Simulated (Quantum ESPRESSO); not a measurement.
# Ni (P6_3/mmc) in Quantum ESPRESSO: a series of runs, part 2 of 2

Quantum ESPRESSO 7.5.

**6. Relaxation of cell and atoms, PBEsol, collinear spin, ferromagnetic start, target pressure 20 GPa, at which the enthalpy is minimised**

pw.in reads:

```
&CONTROL
  calculation = 'vc-relax'
  prefix = 'pwscf'
  outdir = './tmp'
  pseudo_dir = './pseudo'
  tprnfor = .true.
  tstress = .true.
  disk_io = 'low'
  nstep = 40
  forc_conv_thr = 0.0004
  etot_conv_thr = 1d-05
/
&SYSTEM
  ibrav = 0
  A = 2.4480229
  nat = 2
  ntyp = 1
  ecutwfc = 52
  ecutrho = 414
  nbnd = 29
  occupations = 'smearing'
  smearing = 'fd'
  degauss = 0.00367493
  nspin = 2
  starting_magnetization(1) = 0.0556
/
&ELECTRONS
  conv_thr = 4d-10
  electron_maxstep = 120
  mixing_beta = 0.3
/
&IONS
  ion_dynamics = 'bfgs'
/
&CELL
  cell_dynamics = 'bfgs'
  press = 200
  press_conv_thr = 0.3
/
ATOMIC_SPECIES
Ni    58.6934 ni_pbesol_v1.4.uspp.F.UPF
CELL_PARAMETERS alat
   0.9999999991    0.0000000000    0.0000000000
  -0.4999999996    0.8660254030    0.0000000000
   0.0000000000    0.0000000000    1.6637130192
ATOMIC_POSITIONS alat
Ni     0.4999999996    0.2886751343    1.2477847644
Ni     0.0000000000    0.5773502687    0.4159282548
K_POINTS automatic
10 10 6 0 0 0
```

Potentials or basis: GBRV 1.5 PBEsol.

Command:

```console
$ OMP_NUM_THREADS=1 mpirun -n 2 pw.x -nk 2 -in pw.in > pw.out
```

Run time: 2.2 min. Hardware: 2 MPI ranks of Arm Neoverse V2, shared host; peak memory 0.22 GiB.

The run converged. Its results:

```yaml
Free_energy: -9335.7855 eV
Relaxed_volume: 9.68 Å³/atom
Relaxed_cell: a = 2.390 Å, b = 2.390 Å, c = 3.914 Å, α = 90.00°, β = 90.00°, γ = 120.00°
Space_group_after_relaxing_to_0.05_Å: P6_3/mmc (No. 194)
Energy_change_on_relaxing_the_enthalpy_is_what_falls: +40.0 meV/atom
Ionic_steps: 6
Pressure_after_relaxing: 20.1 GPa
Band_gap_on_the_k_mesh: none (metal or under the smearing width)
Net_moment: 1.33 μB per cell
Absolute_moment: 1.49 μB per cell
Site_moments: Ni +0.70 μB
Valence_electrons_inside_the_program's_atomic_spheres: Ni 16.52
```

The path:
| step | energy change (eV) | largest force (eV/Å) | pressure (GPa) | volume (Å³) |
| --- | --- | --- | --- | --- |
| 1 | 0.0000 | 0.0000 | -3.10 | 21.14 |
| 2 | 0.1802 | 0.0000 | 31.36 | 18.74 |
| 3 | 0.0687 | 0.0000 | 18.44 | 19.46 |
| 4 | 0.0789 | 0.0000 | 19.88 | 19.37 |
| 5 | 0.0804 | 0.0000 | 20.08 | 19.36 |
| 6 | 0.0799 | 0.0000 | 20.02 | 19.37 |

Final structure:
```
Ni
1.0
     2.39011    0.00000    0.00000
    -1.19506    2.06990    0.00000
     0.00000    0.00000    3.91444
Ni
2
Direct
  0.66667 0.33333 0.75000
  0.33333 0.66667 0.25000
```

Levels at points of the mesh, in eV from the Fermi level:
Spin up:
```csv
k point,band 17,band 18,band 19,band 20,band 21,band 22
"(0.00, 0.00, 0.00)",-1.97,-0.83,-0.83,-0.74,6.33,23.24
"(0.00, 0.00, -0.50)",-1.17,-1.17,-1.17,-1.17,15.33,15.33
"(0.00, -0.50, 0.00)",-0.61,-0.54,1.20,3.33,9.91,10.61
"(0.00, -0.50, -0.50)",-0.60,-0.60,1.34,1.34,7.51,7.51
```
Spin down:
| k point | band 14 | band 15 | band 16 | band 17 | band 18 | band 19 | band 20 | band 21 |
| --- | --- | --- | --- | --- | --- | --- | --- | --- |
| (0.00, 0.00, 0.00) | -1.67 | -1.67 | -1.20 | -1.20 | -0.75 | -0.01 | -0.01 | 6.82 |
| (0.00, 0.00, -0.50) | -2.08 | -2.08 | -2.08 | -0.35 | -0.35 | -0.35 | -0.35 | 15.54 |
| (0.00, -0.50, 0.00) | -2.10 | -1.67 | 0.18 | 0.23 | 0.34 | 1.78 | 3.78 | 10.10 |
| (0.00, -0.50, -0.50) | -1.10 | -0.56 | -0.56 | 0.27 | 0.27 | 1.61 | 1.61 | 7.93 |

**7. Relaxation of cell and atoms, PBEsol, collinear spin, ferromagnetic start, target pressure 30 GPa, at which the enthalpy is minimised**

pw.in: that of step 6 with these lines changed.

```diff
@@ -36,3 +36,3 @@
   cell_dynamics = 'bfgs'
-  press = 200
+  press = 300
   press_conv_thr = 0.3
```

Command:

```console
$ OMP_NUM_THREADS=1 mpirun -n 2 pw.x -nk 2 -in pw.in > pw.out
```

It took 2.4 min on 2 MPI ranks of Arm Neoverse V2, shared host; peak memory 0.22 GiB.

It converged, with:

* Free energy: -9335.6984 eV
* Relaxed volume: 9.41 Å³/atom
* Relaxed cell: a = 2.367 Å, b = 2.367 Å, c = 3.876 Å, α = 90.00°, β = 90.00°, γ = 120.00°
* Space group after relaxing (to 0.05 Å): P6_3/mmc (No. 194)
* Energy change on relaxing (the enthalpy is what falls): +82.9 meV/atom
* Ionic steps: 7
* Pressure after relaxing: 30.0 GPa
* Band gap on the k mesh: none (metal or under the smearing width)
* Net moment: 1.32 μB per cell
* Absolute moment: 1.47 μB per cell
* Site moments: Ni +0.70 μB
* Valence electrons inside the program's atomic spheres: Ni 16.44

The path:
| step | energy change (eV) | largest force (eV/Å) | pressure (GPa) | volume (Å³) |
| --- | --- | --- | --- | --- |
| 1 | 0.0000 | 0.0000 | -3.10 | 21.14 |
| 2 | 0.4367 | 0.0000 | 53.84 | 17.77 |
| 3 | 0.1281 | 0.0000 | 25.87 | 19.03 |
| 4 | 0.1620 | 0.0000 | 29.59 | 18.83 |
| 5 | 0.1664 | 0.0000 | 30.06 | 18.81 |
| 6 | 0.1661 | 0.0000 | 30.02 | 18.81 |
| 7 | 0.1659 | 0.0000 | 30.01 | 18.81 |

Final structure:
```cif
data_structure
_symmetry_space_group_name_H-M 'P 1'
_symmetry_Int_Tables_number 1
_cell_length_a 2.3673
_cell_length_b 2.3673
_cell_length_c 3.8763
_cell_angle_alpha 90.000
_cell_angle_beta 90.000
_cell_angle_gamma 120.000
_cell_volume 18.81
loop_
_atom_site_label
_atom_site_type_symbol
_atom_site_fract_x
_atom_site_fract_y
_atom_site_fract_z
_atom_site_occupancy
Ni1 Ni 0.66667 0.33333 0.75000 1
Ni2 Ni 0.33333 0.66667 0.25000 1
```

Levels at points of the mesh, in eV from the Fermi level:
Spin up:
```tsv
k point	band 17	band 18	band 19	band 20	band 21	band 22
(0.00, 0.00, 0.00)	-2.02	-0.83	-0.83	-0.79	6.57	23.47
(0.00, 0.00, -0.50)	-1.18	-1.18	-1.18	-1.18	15.65	15.65
(0.00, -0.50, 0.00)	-0.59	-0.52	1.26	3.45	10.12	10.87
(0.00, -0.50, -0.50)	-0.58	-0.58	1.36	1.36	7.76	7.76
```
Spin down:
```
             k point  band 13  band 14  band 15  band 16  band 17  band 18  band 19  band 20  band 21  band 22
  (0.00, 0.00, 0.00)    -2.11    -1.74    -1.74    -1.26    -1.26    -0.79    -0.01    -0.01     7.06    23.39
 (0.00, 0.00, -0.50)    -2.17    -2.17    -2.17    -2.17    -0.37    -0.37    -0.37    -0.37    15.87    15.87
 (0.00, -0.50, 0.00)    -2.25    -2.19    -1.75     0.19     0.24     0.35     1.84     3.91    10.32    11.05
(0.00, -0.50, -0.50)    -1.15    -1.15    -0.59    -0.59     0.28     0.28     1.64     1.64     8.18     8.18
```

**8. Overview**

| cell | gap on the mesh (eV) | pressure (GPa) | moment (μB) |
| --- | --- | --- | --- |
| relaxed to 0.3 kbar | none | 0.0 | 1.35 |
| relaxed to 2 GPa | none | 2.0 | 1.35 |
| relaxed to 5 GPa | none | 5.0 | 1.35 |
| relaxed to 10 GPa | none | 10.0 | 1.34 |
| relaxed to 20 GPa | none | 20.1 | 1.33 |
| relaxed to 30 GPa | none | 30.0 | 1.32 |

Alike in all rows: task relaxation of cell and atoms; level PBEsol; potentials or basis GBRV 1.5 PBEsol; spin collinear, ferromagnetic start; k mesh 10 × 10 × 6; cutoff (eV) 707; smearing fermi-dirac 0.05 eV.

Total energies depend on the potentials used, so only differences within one code and one set of settings carry meaning.
